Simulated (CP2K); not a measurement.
Runs of CP2K 2026.2 on Br. Symmetry: Cmce, No. 64, orthorhombic system. Conventional cell: a = 6.726 Å, b = 4.645 Å, c = 8.702 Å, α = 90.00°, β = 90.00°, γ = 90.00°. Around Br (site symmetry m) lie 1 Br at 2.29 Å. 

```csv
level,potentials or basis,smearing,EPS_DEFAULT,NGRIDS,basis sets,potentials,points a segment of the path (NPOINTS),gap on the mesh (eV),pressure (GPa),largest force (eV/Å)
TB-mBJ,POTENTIAL_UZH Br GTH-PBE-q7; TZVP-MOLOPT-PBE-GTH basis,fermi-dirac 0.01 eV,1.0E-10,4,Br TZVP-MOLOPT-PBE-GTH-q7,Br GTH-PBE-q7 of POTENTIAL_UZH,6,2.33,-,-
r2SCAN,POTENTIAL_UZH Br GTH-SCAN-q7; TZVP-MOLOPT-SCAN-GTH basis,fermi-dirac 0.0259 eV,1.0E-9,4,Br TZVP-MOLOPT-SCAN-GTH-q7,Br GTH-SCAN-q7 of POTENTIAL_UZH,10,(b),0.8,0.76
PBEsol,POTENTIAL_UZH Br GTH-PBE-q7; TZVP-MOLOPT-PBE-GTH basis,fermi-dirac 0.05 eV,1.0E-9,5,Br TZVP-MOLOPT-PBE-GTH-q7,Br GTH-PBE-q7 of POTENTIAL_UZH,10,1.77,0.8,1.14
LDA,GTH_POTENTIALS Br GTH-PADE-q7; TZVP-MOLOPT-PBE-GTH basis,fermi-dirac 0.05 eV,1.0E-9,4,Br TZVP-MOLOPT-PBE-GTH-q7,Br GTH-PADE-q7 of GTH_POTENTIALS,6,1.72,-0.7,(a)
```

Alike in all rows: task band structure; no spin polarisation; cell as given; k mesh 7 × 7 × 3.

Question: Estimate the missing entries.

Answer: (a) 0.93; (b) 2.10.

Caveats: the basis of atomic orbitals isn't converged, which shifts pressures, moduli and gaps; the mesh misses the band edges, which the band path finds closer together (some runs); the potentials were made for another functional, which shifts forces and pressure (some runs); this is a model potential without an energy functional, so only levels have meaning (some runs).

A k mesh can miss the band edges, and the runs leave out spin-orbit coupling on Br.
